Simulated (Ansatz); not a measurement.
**In3GaN4: Electric field gradients**

The cell is a Materials Project structure (computed, not necessarily an observed phase).

Space group P6_3mc (No. 186); a = 6.9715, c = 5.6681 Å, γ = 120.00°.

```
site  Wyckoff  site symmetry       x       y       z
  In       6c            .m.  0.1696  0.8304  0.4991
  Ga       2b            3m.  0.6667  0.3333  0.4994
  N9       6c            .m.  0.1770  0.8230  0.8858
 N12       2b            3m.  0.6667  0.3333  0.8461
```

One atom of each set is listed.

All values are calculated (Ansatz; DFT, r2SCAN, plane waves and PAW (field gradients read without the response of the frozen cores, which leaves them typically 4 to 6 % off), scalar-relativistic, 500 eV cutoff, Γ-centred 6×6×6 k-points, Fermi–Dirac smearing 0.05 eV), not measured.

V_zz is the principal component of the electric field gradient with the largest magnitude, η = (V_xx − V_yy)/V_zz and C_Q = eQV_zz/h.

In-113: I = 9/2, Q = 761.0 mb; ⁷¹Ga: I = 3/2, Q = 107.0 mb; ¹⁴N: I = 1, Q = 20.44 mb. Quadrupole moments are those of Pyykkö's year-2017 table.

```
site  atoms                     first shell  V_xx, V_yy, V_zz (10²¹ V/m²)     η  C_Q (MHz)
  In      6              4 N at 2.16–2.19 Å            -1.20, -1.92, 3.12  0.23       57.4
  Ga      2              4 N at 1.97–2.00 Å             0.37, 0.37, -0.74  0.00      -1.91
  N9      6  1 Ga at 2.00 Å, 3 In at 2.19 Å            -0.23, -0.62, 0.85  0.47      0.419
 N12      2  1 Ga at 1.97 Å, 3 In at 2.16 Å            -0.49, -0.49, 0.97  0.00      0.480
```

An axis of threefold or higher order runs through Ga and N12, so V_zz lies along it and η is zero.

At this cell the principal stresses reach 5 GPa in size with r2SCAN, which can matter for small gradients. Without spin–orbit coupling (the program notes it for In) the gradients can shift somewhat, as the gap is small. With a gap of 0.3 eV under a smearing of 0.05 eV the band edges are partly filled, so small gradients can hang on the smearing and the k-mesh.
